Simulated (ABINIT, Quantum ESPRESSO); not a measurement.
This is a calculation of V for Quantum ESPRESSO 7.5. 

The input scf.in:

```
&CONTROL
  calculation = 'scf'
  prefix = 'pwscf'
  outdir = './tmp'
  pseudo_dir = './pseudo'
/
&SYSTEM
  ibrav = 0
  nat = 1
  ntyp = 1
  ecutwfc = 84
  nbnd = 15
  occupations = 'smearing'
  smearing = 'fd'
  degauss = 0.00367493
  nspin = 2
  starting_magnetization(1) = 0.1538
  force_symmorphic = .true.
/
&ELECTRONS
  conv_thr = 2d-10
  electron_maxstep = 120
  mixing_beta = 0.3
/
ATOMIC_SPECIES
V     50.9415 V.upf
CELL_PARAMETERS angstrom
  -1.5143500000    1.5143500000    1.5143500000
   1.5143500000   -1.5143500000    1.5143500000
   1.5143500000    1.5143500000   -1.5143500000
ATOMIC_POSITIONS crystal
V      0.0000000000    0.0000000000    0.0000000000
K_POINTS automatic
16 16 16 0 0 0
```

The input nscf.in:

```
&CONTROL
  calculation = 'nscf'
  prefix = 'pwscf'
  outdir = './tmp'
  pseudo_dir = './pseudo'
/
&SYSTEM
  ibrav = 0
  nat = 1
  ntyp = 1
  ecutwfc = 84
  nbnd = 32
  occupations = 'smearing'
  smearing = 'fd'
  degauss = 0.00367493
  nspin = 2
  starting_magnetization(1) = 0.1538
  force_symmorphic = .true.
/
&ELECTRONS
  conv_thr = 1d-08
  diago_full_acc = .true.
  diago_thr_init = 1d-06
/
ATOMIC_SPECIES
V     50.9415 V.upf
CELL_PARAMETERS angstrom
  -1.5143500000    1.5143500000    1.5143500000
   1.5143500000   -1.5143500000    1.5143500000
   1.5143500000    1.5143500000   -1.5143500000
ATOMIC_POSITIONS crystal
V      0.0000000000    0.0000000000    0.0000000000
K_POINTS automatic
16 16 16 0 0 0
```

Potentials or basis: PseudoDojo 0.4.1 SR PBEsol standard.

Launch:

```bash
$ OMP_NUM_THREADS=1 pw.x -in scf.in > scf.out
$ OMP_NUM_THREADS=1 pw.x -in nscf.in > nscf.out
```

Task: What does the same run look like in ABINIT 10.8.3 (patched build)? Potentials or basis there: JTH PAW PBE v2.0, cutoff 408 eV.

Result: As run (cutoffs and basis follow the program's own potentials, and thresholds, step limits or extra output files can differ):

Contents of run.abi:

```
# Pseudopotentials
pp_dirpath "./"
pseudos "V.GGA_PBE-JTH.xml"

# Structure
acell 3*1.0
rprim
    -2.8617067568     2.8617067568     2.8617067568
     2.8617067568    -2.8617067568     2.8617067568
     2.8617067568     2.8617067568    -2.8617067568
ntypat 1
znucl 23
natom 1
typat 1
xred
     0.0000000000     0.0000000000     0.0000000000

# Plane-wave basis
ecut 15.0
pawecutdg 30.0

# k points
kptopt 1
ngkpt 16 16 16
nshiftk 1
shiftk 0.0 0.0 0.0

# Exchange and correlation
ixc -116133

# Bands and occupations
nband 11
occopt 3
tsmear 0.05 eV

# Spin
nsppol 2
spinat
     0.0000000000     0.0000000000     2.0000000000

# SCF cycle
nstep 100
tolvrs 1.0e-9

# Output
iomode 3
prtwf 0
prteig 0
prtebands 0
enunit 1
prtden 1
prtvha 1
prtvclmb 1
prtpot 1
```

Potentials or basis: JTH PAW PBE v2.0.

Launch:

```bash
$ abinit run.abi > log 2>&1
```

Both were run:

|  | Quantum ESPRESSO | ABINIT |
| --- | --- | --- |
| Net moment | 0.00 μB per cell | 0.00 μB per cell |

ABINIT's potentials were made for PBE.

The magnetic state is the one that the start led to; the real crystal's order can differ.
